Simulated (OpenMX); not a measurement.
The system is As.

```
As
1.0
     1.88080    1.08588    3.51406
    -1.88080    1.08588    3.51406
     0.00000   -2.17176    3.51406
As
2
Direct
  0.22600 0.22600 0.22600
  0.77400 0.77400 0.77400
```

| Property | Result |
| --- | --- |
| Program | OpenMX 3.8.5 |
| Task | single point |
| Functional | PBE |
| Potentials or basis | OpenMX 2013 PBE set, As7.0-s3p2d2, grid cutoff 500 Ry |
| k mesh | 9 × 9 × 9 |
| Occupations | fermi-dirac, width 0.05 eV |
| Spin | no spin polarisation |

On this cell: pressure 6.5 GPa; largest force 1.235 eV/Å; band gap on the k mesh none (metal or under the smearing width).

The same run follows on a disturbed copy (atoms moved at random, drawn with an rms of 0.05 Å):

```xyz
2
Lattice="1.8808 1.0859 3.5141 -1.8808 1.0859 3.5141 0.0000 -2.1718 3.5141" Properties=species:S:1:pos:R:3 pbc="T T T"
As   -0.0243   -0.0316    2.3523
As    0.0000    0.0160    8.1497
```

Question: What does the disturbed cell give?

Answer: The energy (extrapolated to zero smearing) moves by +18.6 meV/atom; pressure 7.2 GPa; largest force 1.522 eV/Å; band gap on the k mesh none (metal or under the smearing width).

Forces in eV/Å, atoms in the order of the input:
```
As   0.188  0.411  1.453
As  -0.180 -0.358 -1.415
```

Caveats: the basis of atomic orbitals isn't converged, which shifts pressures, moduli and gaps; forces of over 1 eV/Å show positions far from the minimum, so gaps and moduli don't describe the material at rest (some runs).
